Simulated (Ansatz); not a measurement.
## Mg2Si: the change of pressure with volume scale

Results calculated with Ansatz 0.2.0, not measured. Periodic Kohn-Sham DFT of a crystal at fixed atoms, scaled to volume_scale times the given cell; pressure positive in compression, energy less spherical unpolarised free atoms, largest_vzz the field gradient of largest size among the nuclei.

The cell before it is scaled or strained (space group Fm-3m, No. 225):
```
cell vectors (Å)
   0.0000     3.1950     3.1950
   3.1950     0.0000     3.1950
   3.1950     3.1950     0.0000
atoms (fractions of the cell vectors)
Mg  0.25000  0.25000  0.25000
Mg  0.75000  0.75000  0.75000
Si  0.00000  0.00000  0.00000
```

Settings of every row: method all-electron PAW; functional PBEsol; relativity scalar; k mesh 9x9x9; filling fermi-dirac; smearing width 0.05 eV; nucleus gaussian.

Atom start moment: 0 on all atoms.

Limits: small gap, it may come from the mesh.

| row | volume scale | V (Å³/atom) | pressure (GPa) |
| --- | --- | --- | --- |
| 1 | 0.94 | 20.439 | 1.833 |
| 2 | 0.96 | 20.873 | 0.556 |
| 3 | 0.98 | 21.308 | ? |
| 4 | 0.99 | 21.526 | -1.129 |
| 5 | 1 | 21.743 | -1.635 |
| 6 | 1.01 | 21.961 | -2.115 |
| 7 | 1.02 | 22.178 | -2.572 |
| 8 | 1.04 | 22.613 | -3.416 |
| 9 | 1.06 | 23.048 | -4.177 |

Question: what pressure should row 3 give?

Worked fit of pressure. Take u = (V_r/V)^(2/3) − 1 with V_r = 21.852 Å³ an atom, which is twice the finite (Eulerian) strain; such expansions in the strain, on which the Birch-Murnaghan equation of state is built, carry the rest volume and the bulk modulus. The shown rows have u = 0.04557, 0.03103, 0.01007, 0.00334, -0.00331, -0.00982, -0.02256, -0.0349. Least squares give pressure = −1.8785 + 72.392 × u + 191.99 × u² + 144 × u³ GPa; a parabola predicts inner rows, each left out in turn, worse (root mean square 0.0025 against 0.0014 GPa). The rows lie off it by 0.000, -0.001, 0.001, 0.000, 0.001, -0.001, 0.000, 0.000. The pressure vanishes at u = 0.0243, or V = 21.08 Å³ an atom, and there the bulk modulus at fixed shape and fractions is B = −V dP/dV = (2/3)(1 + u) dP/du = 56 GPa. The withheld row has u = 0.01695, so the fit gives −1.8785 + 72.392 × (0.01695) + 191.99 × (0.01695)² + 144 × (0.01695)³ = -0.596 GPa.

The calculation gave -0.596 GPa. The fit meets it to the printed digit.
